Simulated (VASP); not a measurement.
# KCl (Sylvite) (Fm-3m) in VASP: further runs

The runs below take KCl (Sylvite) through relaxation of cell and atoms, relaxation of the atoms, with PBE.

Everything below comes from runs of VASP 6.6.1. Logs are shortened: lines on timing, memory, paths and dates and some standing lists are left out, and cuts for length are marked.

### Step 1. The structure

The structure is cubic, space group Fm-3m (No. 225). Conventional cell: a = 6.293 Å, b = 6.293 Å, c = 6.293 Å, α = 90.00°, β = 90.00°, γ = 90.00°. K (site symmetry m-3m) is surrounded by 6 Cl at 3.15 Å. Cl (site symmetry m-3m) is surrounded by 6 K at 3.15 Å.

### Step 2. Relaxation of cell and atoms, PBE

Contents of INCAR:

```
PREC = Accurate
ENCUT = 300
EDIFF = 1E-6
ISMEAR = 0
SIGMA = 0.03
LREAL = False
LASPH = True
NELM = 80
ALGO = Normal
ISIF = 3
LWAVE = False
LCHARG = False
GGA = PE
IBRION = 2
NSW = 90
EDIFFG = -0.01
```

Contents of KPOINTS:

```
regular mesh
0
Gamma
  4 4 4
```

Contents of POSCAR:

```
KCl
1.0
    0.0000000000      3.1464700000      3.1464700000
    3.1464700000      0.0000000000      3.1464700000
    3.1464700000      3.1464700000      0.0000000000
K Cl
1 1
Direct
    0.0000000000      0.0000000000      0.0000000000
    0.5000000000      0.5000000000      0.5000000000
```

Potentials or basis: VASP PAW PBE potentials, release 64 (K_pv, Cl).

The run is started by

```console
> cat potpaw_PBE.64/K_pv/POTCAR potpaw_PBE.64/Cl/POTCAR > POTCAR
> mpirun -np 1 vasp_std > vasp.out
```

OUTCAR:

```text
PREC = Accurate
   ENCUT = 300
   EDIFF = 1E-6
   ISMEAR = 0
   LREAL = False
   LASPH = True
   NELM = 80
   ISIF = 3
   GGA = PE
   IBRION = 2
   NSW = 90
   EDIFFG = -0.01

 ion  position               nearest neighbor table
   1  0.000  0.000  0.000-   2 3.15   2 3.15   2 3.15   2 3.15   2 3.15   2 3.15
   2  0.500  0.500  0.500-   1 3.15   1 3.15   1 3.15   1 3.15   1 3.15   1 3.15

  LATTYP: Found a face centered cubic cell.
 ALAT       =     6.2929400000

  Lattice vectors:

 A1 = (   0.0000000000,   3.1464700000,   3.1464700000)
 A2 = (   3.1464700000,   0.0000000000,   3.1464700000)
 A3 = (   3.1464700000,   3.1464700000,   0.0000000000)

Analysis of symmetry for initial positions (statically):
=====================================================================
 Subroutine PRICEL returns:
 Original cell was already a primitive cell.

 Routine SETGRP: Setting up the symmetry group for a
 face centered cubic supercell.

 Subroutine GETGRP returns: Found 48 space group operations
 (whereof 48 operations were pure point group operations)
 out of a pool of 48 trial point group operations.

The static configuration has the point symmetry O_h .

Analysis of symmetry for dynamics (positions and initial velocities):
=====================================================================
 Subroutine PRICEL returns:
 Original cell was already a primitive cell.

 Routine SETGRP: Setting up the symmetry group for a
 face centered cubic supercell.

 Subroutine GETGRP returns: Found 48 space group operations
 (whereof 48 operations were pure point group operations)
 out of a pool of 48 trial point group operations.

The dynamic configuration has the point symmetry O_h .

 Subroutine INISYM returns: Found 48 space group operations
 (whereof 48 operations are pure point group operations),
 and found     1 'primitive' translations

----------------------------------------------------------------------------------------

                                     Primitive cell

  volume of cell :      62.3018

  direct lattice vectors                    reciprocal lattice vectors
     0.000000000  3.146470000  3.146470000    -0.158908237  0.158908237  0.158908237
     3.146470000  0.000000000  3.146470000     0.158908237 -0.158908237  0.158908237
     3.146470000  3.146470000  0.000000000     0.158908237  0.158908237 -0.158908237

  length of vectors
     4.449780548  4.449780548  4.449780548     0.275237140  0.275237140  0.275237140

  position of ions in fractional coordinates (direct lattice)
     0.000000000  0.000000000  0.000000000
     0.500000000  0.500000000  0.500000000

  ion indices of the primitive-cell ions
   primitive index   ion index
                 1           1
                 2           2

----------------------------------------------------------------------------------------

 KPOINTS: regular mesh

Automatic generation of k-mesh.
 Grid dimensions read from file:
 generate k-points for:    4    4    4

 Generating k-lattice:

  Cartesian coordinates                     Fractional coordinates (reciprocal lattice)
    -0.039727059  0.039727059  0.039727059     0.250000000  0.000000000  0.000000000
     0.039727059 -0.039727059  0.039727059     0.000000000  0.250000000  0.000000000
     0.039727059  0.039727059 -0.039727059     0.000000000  0.000000000  0.250000000

  Length of vectors
     0.068809285  0.068809285  0.068809285

  Shift w.r.t. Gamma in fractional coordinates (k-lattice)
     0.000000000  0.000000000  0.000000000

 Subroutine IBZKPT returns following result:
 ===========================================

 Found      8 irreducible k-points:

 Following reciprocal coordinates:
            Coordinates               Weight
  0.000000  0.000000  0.000000      1.000000
  0.250000  0.000000  0.000000      8.000000
  0.500000  0.000000  0.000000      4.000000
  0.250000  0.250000  0.000000      6.000000
  0.500000  0.250000  0.000000     24.000000
 -0.250000  0.250000  0.000000     12.000000
  0.500000  0.500000  0.000000      3.000000
 -0.250000  0.500000  0.250000      6.000000
   k-points           NKPTS =      8   k-points in BZ     NKDIM =      8   number of bands    NBANDS=     11
   number of dos      NEDOS =    301   number of ions     NIONS =      2
   total plane-waves  NPLWV =  21952
   dimension x,y,z NGX =    28 NGY =   28 NGZ =   28
   dimension x,y,z NGXF=    56 NGYF=   56 NGZF=   56
   ions per type =               1   1
   NGX,Y,Z   is equivalent  to a cutoff of  10.46, 10.46, 10.46 a.u.
   NGXF,Y,Z  is equivalent  to a cutoff of  20.92, 20.92, 20.92 a.u.
 SYSTEM =  unknown system
   PREC   = accura    normal or accurate (medium, high low for compatibility)
   ISTART =      0    job   : 0-new  1-cont  2-samecut
   ICHARG =      2    charge: 1-file 2-atom 10-const
   ISPIN  =      1    spin polarized calculation?
   LNONCOLLINEAR =      F non collinear calculations
   LSORBIT =      F    spin-orbit coupling
   LASPH  =      T    aspherical Exc in radial PAW
   ENCUT  =  300.0 eV  22.05 Ry    4.70 a.u.   6.28  6.28  6.28*2*pi/ulx,y,z
   NELM   =     80;   NELMIN=  2; NELMDL= -5     # of ELM steps
   EDIFF  = 0.1E-05   stopping-criterion for ELM
   LREAL  =      F    real-space projection
   EDIFFG = -.1E-01   stopping-criterion for IOM
   NSW    =     90    number of steps for IOM
   IBRION =      2    ionic relax: 0-MD 1-quasi-New 2-CG
   NFREE  =      1    steps in history (QN), initial steepest desc. (CG)
   ISIF   =      3    stress and relaxation
   ISYM   =      2    0-nonsym 1-usesym 2-fastsym
   POTIM  = 0.5000    time-step for ionic-motion
   TEBEG  =    0.0;   TEEND  =   0.0 temperature during run
   PSTRESS=    0.0 pullay stress
   NELECT =      14.0000    total number of electrons
   NUPDOWN=      -1.0000    fix difference up-down
   EMIN   =  10.00;   EMAX   =-10.00  energy-range for DOS
   EFERMI =   0.00;   METHOD = LEGACY
   ISMEAR =     0;   SIGMA  =   0.03  broadening in eV -4-tet -1-fermi 0-gaus
   EFERMI_NEDOS =   21; number of points for ismear=-14 and -15
   IALGO  =     38    algorithm
   IMIX   =      4    mixing-type and parameters
     AMIX     =   0.40;   BMIX     =  1.00
     AMIX_MAG =   1.60;   BMIX_MAG =  1.00
  volume/ion in A,a.u.               =      31.15       210.22
  Fermi-wavevector in a.u.,A,eV,Ry     =   0.995292  1.880829 13.478019  0.990606
  Thomas-Fermi vector in A             =   2.127302
   LORBIT       =      0    0 simple, 1 ext, 2 COOP (PROOUT), +10 PAW based schemes
   GGA     = PE    functional components
   LHFCALC =     F    Hartree Fock is set to
   AEXX    =    0.0000 exact exchange contribution
   IVDW    =     0    specifies the selected vdW correction
   LEPSILON=     F    determine dielectric tensor
   LRPA    =     F    only Hartree local field effects (RPA)
 conjugate gradient relaxation of ions
 non-spin polarized calculation
 Gauss-broadening in eV      SIGMA  =   0.03
  energy-cutoff  :      300.00
  volume of cell :       62.30
 maximum number of plane-waves:       754
 NGX is ok and might be reduce to    28
   NGX = 13   NGY = 13   NGZ = 13

--------------------------------------- Ionic step        1  -------------------------------------------

 number of electron      13.9999999 magnetization

 Free energy of the ion-electron system (eV)
  ---------------------------------------------------
  ext. energy  EPLUGINS =         0.00000000
  ---------------------------------------------------
  free energy    TOTEN  =        -6.75306234 eV

  energy without entropy =       -6.75306234  energy(sigma->0) =       -6.75306234

------------------------ aborting loop because EDIFF is reached ----------------------------------------

  FORCE on cell =-STRESS in cart. coord.  units (eV):
  Direction    XX          YY          ZZ          XY          YZ          ZX
  --------------------------------------------------------------------------------------
  -------------------------------------------------------------------------------------
  Total        0.3751209      0.3751209      0.3751209     -0.0000000      0.0000000     -0.0000000
  in kB        9.6467520      9.6467520      9.6467520     -0.0000000      0.0000000     -0.0000000
  external PRESSURE =       9.6467520 kB  Pullay stress =       0.0000000 kB

 VOLUME and BASIS-vectors are now :
 -----------------------------------------------------------------------------
  energy-cutoff  :      300.00
  volume of cell :       62.30
      direct lattice vectors                 reciprocal lattice vectors
     0.000000000  3.146470000  3.146470000    -0.158908237  0.158908237  0.158908237
     3.146470000  0.000000000  3.146470000     0.158908237 -0.158908237  0.158908237
     3.146470000  3.146470000  0.000000000     0.158908237  0.158908237 -0.158908237
[... 37 lines left out ...]
 POSITION                                       TOTAL-FORCE (eV/Angst)
 -----------------------------------------------------------------------------------
      3.17494      3.17494      6.34988         0.000000     -0.000000     -0.000000
      3.17494      3.17494      3.17494        -0.000000      0.000000      0.000000
 -----------------------------------------------------------------------------------
    total drift:                                0.000000      0.000000      0.000000

  FREE ENERGIE OF THE ION-ELECTRON SYSTEM (eV)
  ---------------------------------------------------
  free  energy   TOTEN  =        -6.7600507138 eV

  energy  without entropy=       -6.7600507138  energy(sigma->0) =       -6.76005071

--------------------------------------- Ionic step        3  -------------------------------------------

 number of electron      13.9999998 magnetization

 Free energy of the ion-electron system (eV)
  ---------------------------------------------------
  ext. energy  EPLUGINS =         0.00000000
  ---------------------------------------------------
  free energy    TOTEN  =        -6.76135737 eV

  energy without entropy =       -6.76135737  energy(sigma->0) =       -6.76135737

 E-fermi :  -3.0972     XC(G=0):  -7.3188

 val. band max:       -3.2272756907   @ k =   0.0000   0.0000   0.0000
 cond. band min:       1.7920947769   @ k =   0.0000   0.0000   0.0000
 fundamental gap:      5.0193704676
 Fermi energy:        -3.0972396566

 k-point     1 :       0.0000    0.0000    0.0000
  band No.  band energies     occupation
      1     -15.3114      2.00000
      2     -13.9894      2.00000
      3     -13.9894      2.00000
      4     -13.9894      2.00000
      5      -3.2273      2.00000
      6      -3.2273      2.00000
      7      -3.2273      2.00000
      8       1.7921      0.00000
      9       5.1312      0.00000
     10       5.1312      0.00000
     11       5.1312      0.00000

 k-point     2 :       0.2500    0.0000    0.0000
  band No.  band energies     occupation
      1     -15.3965      2.00000
      2     -13.9936      2.00000
      3     -13.9936      2.00000
      4     -13.8772      2.00000
      5      -3.7742      2.00000
      6      -3.3760      2.00000
      7      -3.3760      2.00000
      8       3.0115      0.00000
      9       4.8874      0.00000
     10       5.8654      0.00000
     11       5.8654      0.00000
[... 104 lines left out ...]
 POSITION                                       TOTAL-FORCE (eV/Angst)
 -----------------------------------------------------------------------------------
      0.00000      0.00000     -0.00000         0.000000     -0.000000      0.000000
      3.19585      3.19585      3.19585        -0.000000      0.000000     -0.000000
 -----------------------------------------------------------------------------------
    total drift:                                0.000000      0.000000      0.000000

  FREE ENERGIE OF THE ION-ELECTRON SYSTEM (eV)
  ---------------------------------------------------
  free  energy   TOTEN  =        -6.7613573735 eV

  energy  without entropy=       -6.7613573735  energy(sigma->0) =       -6.76135737

 reached required accuracy - stopping structural energy minimisation
```

It took 12 s on 1 thread of AMD EPYC 7R43 (Zen 3), shared host; peak memory 0.12 GiB.

Results:

| Quantity | Value |
| --- | --- |
| Free energy | -6.7614 eV |
| Relaxed volume | 32.64 Å³/atom |
| Relaxed cell | a = 4.520 Å, b = 4.520 Å, c = 4.520 Å, α = 60.00°, β = 60.00°, γ = 60.00° |
| Space group after relaxing (to 0.05 Å) | Fm-3m (No. 225) |
| Energy gained by relaxing | 4.1 meV/atom |
| Ionic steps | 3 |
| Pressure after relaxing | 0.0 GPa |
| Band gap on the k mesh | 5.02 eV, direct |

The path:
```
step  energy change (eV)  largest force (eV/Å)  pressure (GPa)  volume (Å³)
   1              0.0000                0.0000            0.96        62.30
   2             -0.0070                0.0000            0.36        64.01
   3             -0.0083                0.0000           -0.03        65.28
```

Final structure:
```
CELL_PARAMETERS angstrom
0.00000 3.19585 3.19585
3.19585 0.00000 3.19585
3.19585 3.19585 0.00000
ATOMIC_POSITIONS crystal
K 0.00000 0.00000 0.00000
Cl 0.50000 0.50000 0.50000
```

Levels at points of the mesh, in eV from the valence-band top:
```csv
k point,band 5,band 6,band 7,band 8,band 9,band 10
"(0.00, 0.00, 0.00)",0.00,0.00,0.00,5.02,8.36,8.36
"(0.50, 0.00, 0.00)",-0.98,-0.29,-0.29,7.46,8.41,10.46
"(0.50, 0.50, 0.00)",-0.63,-0.22,-0.22,6.56,8.13,9.81
```

Caveat: the k mesh is coarse (spacing up to 0.43 Å⁻¹), so the values aren't converged; the cutoff is under 1.25 times the usual one of these potentials, so pressure, stress and relaxed cells hold a basis-set (Pulay) error. Zero-point motion and thermal expansion aren't in these numbers.

### Step 3. Relaxation of cell and atoms, PBE

This run uses another cell than the first one, of 32.64 Å³/atom, 1.048 times its volume.

Changes to INCAR since step 2:

```diff
@@ -2,3 +2,3 @@
 ENCUT = 300
-EDIFF = 1E-6
+EDIFF = 1E-7
 ISMEAR = 0
@@ -15,2 +15,2 @@
 NSW = 90
-EDIFFG = -0.01
+EDIFFG = -0.005
```

KPOINTS is that of step 2.

Contents of POSCAR:

```
KCl                                     
1.0
    0.0000000000      3.1958453644      3.1958453644
    3.1958453644      0.0000000000      3.1958453644
    3.1958453644      3.1958453644     -0.0000000000
  K               Cl            
     1     1
Direct
     0.0000000000000000    0.0000000000000000    0.0000000000000000
     0.5000000000000000    0.5000000000000000    0.5000000000000000
```

Potentials or basis: VASP PAW PBE potentials, release 64 (K_pv, Cl).

The run is started by

```console
> cat potpaw_PBE.64/K_pv/POTCAR potpaw_PBE.64/Cl/POTCAR > POTCAR
> mpirun -np 1 vasp_std > vasp.out
```

Run time: 9.2 s. Hardware: 1 thread of AMD EPYC 7R43 (Zen 3), shared host; peak memory 0.12 GiB.

It converged, with:

```
Free energy                            : -6.7651 eV
Relaxed volume                         : 32.69 Å³/atom
Relaxed cell                           : a = 4.522 Å, b = 4.522 Å, c = 4.522 Å, α = 60.00°, β = 60.00°, γ = 60.00°
Space group after relaxing (to 0.05 Å) : Fm-3m (No. 225)
Energy gained by relaxing              : 0.0 meV/atom
Ionic steps                            : 2
Pressure after relaxing                : 0.0 GPa
Band gap on the k mesh                 : 5.01 eV, direct
```

Final structure:
```yaml
crystal:
  lattice:
    - [0.00000, 3.19750, 3.19750]
    - [3.19750, 0.00000, 3.19750]
    - [3.19750, 3.19750, 0.00000]
  atoms:
    - { symbol: K, position: [0.00000, 0.00000, 0.00000] }
    - { symbol: Cl, position: [0.50000, 0.50000, 0.50000] }
```

Levels at points of the mesh, in eV from the valence-band top:
| k point | band 4 | band 5 | band 6 | band 7 | band 8 | band 9 | band 10 | band 11 |
| --- | --- | --- | --- | --- | --- | --- | --- | --- |
| (0.00, 0.00, 0.00) | -10.77 | 0.00 | 0.00 | 0.00 | 5.01 | 8.36 | 8.36 | 8.36 |
| (0.50, 0.00, 0.00) | -10.55 | -0.98 | -0.29 | -0.29 | 7.46 | 8.41 | 10.46 | 10.46 |
| (0.50, 0.50, 0.00) | -10.81 | -0.63 | -0.22 | -0.22 | 6.56 | 8.12 | 9.80 | 10.22 |

Caveat: the k mesh is coarse (spacing up to 0.43 Å⁻¹), so the values aren't converged; the cutoff is under 1.25 times the usual one of these potentials, so pressure, stress and relaxed cells hold a basis-set (Pulay) error. As with any semilocal functional, this PBE gap is likely too small.

### Step 4. Relaxation of the atoms, PBE (a relaxed cell with its volume scaled by 0.94)

Contents of INCAR:

```
PREC = Accurate
ENCUT = 300
EDIFF = 1E-7
ISMEAR = 0
SIGMA = 0.03
LREAL = False
LASPH = True
NELM = 80
ALGO = Fast
ISIF = 2
LWAVE = False
LCHARG = False
GGA = PE
IBRION = 2
NSW = 40
EDIFFG = -0.01
```

KPOINTS is that of step 3.

Contents of POSCAR:

```
KCl                                     
1.0
   -0.0000000000      3.1322231548      3.1322231548
    3.1322231548      0.0000000000      3.1322231548
    3.1322231548      3.1322231548     -0.0000000000
  K               Cl            
     1     1
Direct
     1.0000000000000000    1.0000000000000000    0.0000000000000000
     0.5000000000000000    0.5000000000000000    0.5000000000000000
```

The run is started by

```console
> cat potpaw_PBE.64/K_pv/POTCAR potpaw_PBE.64/Cl/POTCAR > POTCAR
> mpirun -np 1 vasp_std > vasp.out
```

It took 6.4 s on 1 thread of AMD EPYC 7R43 (Zen 3), shared host; peak memory 0.11 GiB.

Results (log left out):

| Quantity | Value |
| --- | --- |
| Free energy | -6.7460 eV |
| Pressure after relaxing | 1.3 GPa |
| Band gap on the k mesh | 5.22 eV, direct |

Final structure:
```xyz
2
Lattice="0.0000 3.1322 3.1322 3.1322 0.0000 3.1322 3.1322 3.1322 0.0000" Properties=species:S:1:pos:R:3 pbc="T T T"
K     0.0000    0.0000    0.0000
Cl    3.1322    3.1322    3.1322
```

Levels at points of the mesh, in eV from the valence-band top:
```csv
k point,band 3,band 4,band 5,band 6,band 7,band 8,band 9,band 10,band 11
"(0.00, 0.00, 0.00)",-10.61,-10.61,0.00,0.00,0.00,5.22,8.39,8.39,8.39
"(0.50, 0.00, 0.00)",-10.62,-10.36,-1.09,-0.33,-0.33,7.64,8.66,10.67,10.71
"(0.50, 0.50, 0.00)",-10.67,-10.67,-0.67,-0.23,-0.23,6.52,8.41,10.17,10.35
```

Caveat: the k mesh is coarse (spacing up to 0.43 Å⁻¹), so the values aren't converged; the cutoff is under 1.25 times the usual one of these potentials, so pressure, stress and relaxed cells hold a basis-set (Pulay) error; the relaxation stopped at its first step, so nothing moved.

(Part 1 of 2 ends here.)
